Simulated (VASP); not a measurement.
# Zn in VASP: reference runs

Reference runs on Zn: the cell as given.

Everything below comes from runs of VASP 6.6.1. Logs are shortened: lines on timing, memory, paths and dates and some standing lists are left out, and cuts for length are marked.

## (1) The undisturbed slab

The cell holds a slab with vacuum, 7 atoms: a = 2.665 Å, b = 2.665 Å, c = 29.840 Å, α = 90.00°, β = 90.00°, γ = 120.00°.

The slab is cut from a database's or a generator's crystal, which needn't be the stable form of the element.

## (2) Single point, PBE (the (0 0 1) slab of Zn, cut from the database cell, not relaxed)

INCAR

```
SYSTEM = Zn
ALGO = Normal
DIPOL = 0.5 0.5 0.500
EDIFF = 1E-7
ENCUT = 520
GGA = PE
IDIPOL = 3
ISIF = 2
ISMEAR = -1
LASPH = .True.
LCHARG = .False.
LDIPOL = .True.
LREAL = .False.
LWAVE = .False.
NBANDS = 51
NELM = 100
PREC = Accurate
SIGMA = 0.05
```

KPOINTS

```
k-points
0
Gamma
  11 11 1
  0 0 0
```

POSCAR

```
Zn
1.0
    2.6647980532      0.0000000000      0.0000000000
   -1.3323990266      2.3077828100      0.0000000000
    0.0000000000      0.0000000000     29.8401000000
Zn
7
Direct
    0.6666666667      0.3333333334      0.2513396403
    0.3333333333      0.6666666666      0.3342264269
    0.6666666667      0.3333333334      0.4171132134
    0.3333333333      0.6666666666      0.5000000000
    0.6666666667      0.3333333334      0.5828867866
    0.3333333333      0.6666666666      0.6657735731
    0.6666666667      0.3333333334      0.7486603597
```

Potentials or basis: VASP PAW PBE potentials, release 64 (Zn).

Command:

```sh
cat potpaw_PBE.64/Zn/POTCAR > POTCAR
mpirun -np 1 vasp_std > vasp.out
```

OUTCAR:

```text
SYSTEM = Zn
   EDIFF = 1E-7
   ENCUT = 520
   GGA = PE
   ISIF = 2
   ISMEAR = -1
   LASPH = .True.
   LREAL = .False.
   NELM = 100
   PREC = Accurate

 ion  position               nearest neighbor table
   1  0.667  0.333  0.251-   2 2.91   2 2.91   2 2.91
   2  0.333  0.667  0.334-   3 2.91   3 2.91   3 2.91   1 2.91   1 2.91   1 2.91
   3  0.667  0.333  0.417-   2 2.91   2 2.91   2 2.91   4 2.91   4 2.91   4 2.91
   4  0.333  0.667  0.500-   3 2.91   5 2.91   3 2.91   5 2.91   3 2.91   5 2.91
   5  0.667  0.333  0.583-   6 2.91   6 2.91   6 2.91   4 2.91   4 2.91   4 2.91
   6  0.333  0.667  0.666-   5 2.91   5 2.91   5 2.91   7 2.91   7 2.91   7 2.91
   7  0.667  0.333  0.749-   6 2.91   6 2.91   6 2.91

  LATTYP: Found a hexagonal cell.
 ALAT       =     2.6647980532
 C/A-ratio  =    11.1978841940

  Lattice vectors:

 A1 = (   2.6647980532,   0.0000000000,   0.0000000000)
 A2 = (  -1.3323990266,   2.3077828100,   0.0000000000)
 A3 = (   0.0000000000,   0.0000000000,  29.8401000000)

Analysis of symmetry for initial positions (statically):
=====================================================================
 Subroutine PRICEL returns:
 Original cell was already a primitive cell.

 Routine SETGRP: Setting up the symmetry group for a
 hexagonal supercell.

 Subroutine GETGRP returns: Found 12 space group operations
 (whereof 12 operations were pure point group operations)
 out of a pool of 24 trial point group operations.

The static configuration has the point symmetry D_3h.

Analysis of symmetry for dynamics (positions and initial velocities):
=====================================================================
 Subroutine PRICEL returns:
 Original cell was already a primitive cell.

 Routine SETGRP: Setting up the symmetry group for a
 hexagonal supercell.

 Subroutine GETGRP returns: Found 12 space group operations
 (whereof 12 operations were pure point group operations)
 out of a pool of 24 trial point group operations.

The dynamic configuration has the point symmetry D_3h.

 Subroutine INISYM returns: Found 12 space group operations
 (whereof 12 operations are pure point group operations),
 and found     1 'primitive' translations

----------------------------------------------------------------------------------------

                                     Primitive cell

  volume of cell :     183.5099

  direct lattice vectors                    reciprocal lattice vectors
[... 101 lines left out ...]
   EMIN   =  10.00;   EMAX   =-10.00  energy-range for DOS
   EFERMI =   0.00;   METHOD = LEGACY
   ISMEAR =    -1;   SIGMA  =   0.05  broadening in eV -4-tet -1-fermi 0-gaus
   EFERMI_NEDOS =   21; number of points for ismear=-14 and -15
   IALGO  =     38    algorithm
   IMIX   =      4    mixing-type and parameters
     AMIX     =   0.40;   BMIX     =  1.00
     AMIX_MAG =   1.60;   BMIX_MAG =  1.00
  volume/ion in A,a.u.               =      26.22       176.91
  Fermi-wavevector in a.u.,A,eV,Ry     =   1.261677  2.384223 21.658137  1.591828
  Thomas-Fermi vector in A             =   2.395124
   LORBIT       =      0    0 simple, 1 ext, 2 COOP (PROOUT), +10 PAW based schemes
   GGA     = PE    functional components
   LHFCALC =     F    Hartree Fock is set to
   AEXX    =    0.0000 exact exchange contribution
   IVDW    =     0    specifies the selected vdW correction
   LEPSILON=     F    determine dielectric tensor
   LRPA    =     F    only Hartree local field effects (RPA)
 non-spin polarized calculation
  energy-cutoff  :      520.00
  volume of cell :      183.51
 maximum number of plane-waves:      5017
 NGX is ok and might be reduce to    20
   NGX =  9   NGY =  9   NGZ =111

 dipolmoment           0.000000      0.000000      0.000000 electrons x Angstroem

 number of electron      84.0000007 magnetization

 dipolmoment           0.000000      0.000000     -0.000000 electrons x Angstroem

 Free energy of the ion-electron system (eV)
  ---------------------------------------------------
  ext. energy  EPLUGINS =         0.00000000
  ---------------------------------------------------
  free energy    TOTEN  =        -7.43399412 eV

  energy without entropy =       -7.40514360  energy(sigma->0) =       -7.41956886

 E-fermi :  -0.0066     XC(G=0):  -7.2491

 val. band max:       -0.0680097606   @ k =   0.2727   0.1818   0.0000
 cond. band min:       0.0079792758   @ k =   0.3636   0.1818   0.0000
 fundamental gap:      0.0759890363
 Fermi energy:        -0.0066457888

 k-point     1 :       0.0000    0.0000    0.0000
  band No.  band energies     occupation
      1     -10.1616      2.00000
      2      -9.8380      2.00000
      3      -9.3661      2.00000
      4      -8.8454      2.00000
      5      -8.5605      2.00000
      6      -8.4561      2.00000
[... 853 lines left out ...]
     50       3.3644      0.00000
     51       3.8355      0.00000

------------------------ aborting loop because EDIFF is reached ----------------------------------------

 vacuum level on the upper side and lower side of the slab       (xc-potential included)        -0.114        -0.114

  FORCE on cell =-STRESS in cart. coord.  units (eV):
  Direction    XX          YY          ZZ          XY          YZ          ZX
  --------------------------------------------------------------------------------------
  -------------------------------------------------------------------------------------
  Total       -0.9096424     -0.9096424     -0.2971089      0.0000000      0.0000000      0.0000000
  in kB       -7.9418518     -7.9418518     -2.5939808      0.0000000      0.0000000      0.0000000
  external PRESSURE =      -6.1592281 kB  Pullay stress =       0.0000000 kB

 VOLUME and BASIS-vectors are now :
 -----------------------------------------------------------------------------
  energy-cutoff  :      520.00
  volume of cell :      183.51
      direct lattice vectors                 reciprocal lattice vectors
     2.664798053  0.000000000  0.000000000     0.375262958  0.216658170  0.000000000
    -1.332399027  2.307782810  0.000000000     0.000000000  0.433316340  0.000000000
     0.000000000  0.000000000 29.840100000     0.000000000  0.000000000  0.033511952

 POSITION                                       TOTAL-FORCE (eV/Angst)
 -----------------------------------------------------------------------------------
      1.33240      0.76926      7.50000        -0.000000      0.000000     -0.048720
     -0.00000      1.53852      9.97335         0.000000      0.000000      0.152818
      1.33240      0.76926     12.44670         0.000000     -0.000000     -0.093224
     -0.00000      1.53852     14.92005        -0.000000      0.000000      0.000000
      1.33240      0.76926     17.39340         0.000000     -0.000000      0.093224
     -0.00000      1.53852     19.86675         0.000000      0.000000     -0.152818
      1.33240      0.76926     22.34010        -0.000000      0.000000      0.048720
 -----------------------------------------------------------------------------------
    total drift:                                0.000003     -0.000002      0.000000

  FREE ENERGIE OF THE ION-ELECTRON SYSTEM (eV)
  ---------------------------------------------------
  free  energy   TOTEN  =        -7.4339941207 eV

  energy  without entropy=       -7.4051435967  energy(sigma->0) =       -7.41956886

 vacuum level on the upper side and lower side of the slab         4.065         4.065
```

OSZICAR:

```text
N       E                     dE             d eps       ncg     rms          rms(c)
DAV:   1     0.601344293009E+03    0.60134E+03   -0.41299E+04  1640   0.221E+03
DAV:   2     0.506223229921E+02   -0.55072E+03   -0.53533E+03  1632   0.470E+02
DAV:   3    -0.671172704425E+01   -0.57334E+02   -0.56729E+02  1711   0.159E+02
[... 18 lines left out ...]
DAV:  22    -0.743399165704E+01   -0.18112E-05   -0.38948E-08  1019   0.304E-03    0.242E-04
DAV:  23    -0.743399364621E+01   -0.19892E-05   -0.42643E-08  1007   0.302E-03    0.253E-04
DAV:  24    -0.743399399399E+01   -0.34778E-06   -0.11851E-08  1008   0.143E-03    0.133E-04
DAV:  25    -0.743399410429E+01   -0.11030E-06   -0.53443E-09   987   0.146E-03    0.727E-05
DAV:  26    -0.743399412070E+01   -0.16411E-07   -0.59693E-10   988   0.312E-04
   1 F= -.74339941E+01 E0= -.74195689E+01  d E =-.288505E-01
```

Wall time 2.7 min (1 thread of Intel Xeon Platinum 8488C (Sapphire Rapids), shared host); peak memory 0.33 GiB.

Results:

```
Free energy            : -7.4340 eV
Largest force          : 0.153 eV/Å
Band gap on the k mesh : none (metal or under the smearing width)
```

Forces on the atoms (eV/Å):
```
Zn   0.000  0.000 -0.049
Zn   0.000  0.000  0.153
Zn   0.000  0.000 -0.093
Zn   0.000  0.000  0.000
Zn   0.000  0.000  0.093
Zn   0.000  0.000 -0.153
Zn   0.000  0.000  0.049
```
